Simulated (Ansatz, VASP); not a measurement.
## One calculation of BN, two programs

```xyz
2
Lattice="0.0000 1.8075 1.8437 1.8075 0.0000 1.8437 1.8075 1.8075 0.0000" Properties=species:S:1:pos:R:3 pbc="T T T"
B     0.0000    0.0000    0.0000
N     2.7113    2.7113    2.7655
```

Change from the starting cell: zz strain of +2 %, crystal datasets.

Alike in both runs: task electric field gradients; functional PBE; k mesh 13 × 13 × 13; occupations fermi-dirac, width 0.03 eV; no spin polarisation.

|  | VASP | Ansatz |
| --- | --- | --- |
| version | VASP 6.6.1 | Ansatz 0.2.0 |
| potentials or method | VASP PAW PBE potentials, release 64 (B, N), cutoff 520 eV | all-electron PAW with datasets made for the crystal, scalar-relativistic |

|  | VASP | Ansatz | Ansatz less VASP |
| --- | --- | --- | --- |
| gap on the k mesh at the Fermi level (eV) | 4.34 | 4.35 | +0.008 |
| pressure (GPa) | -4.1 | -4.3 | -0.21 |
| largest component of the traceless stress (GPa) | 8.19 | 8.20 | +0.007 |
| Vzz of the field gradient on the site that differs most (V/Å²) | -0.7 | -0.5 | +0.16 |

Ansatz ran all-electron here, so the differences hold the error of VASP's frozen core and of both bases.

Caveats: an odd mesh through Γ misses points on the zone boundary, where band edges often lie.
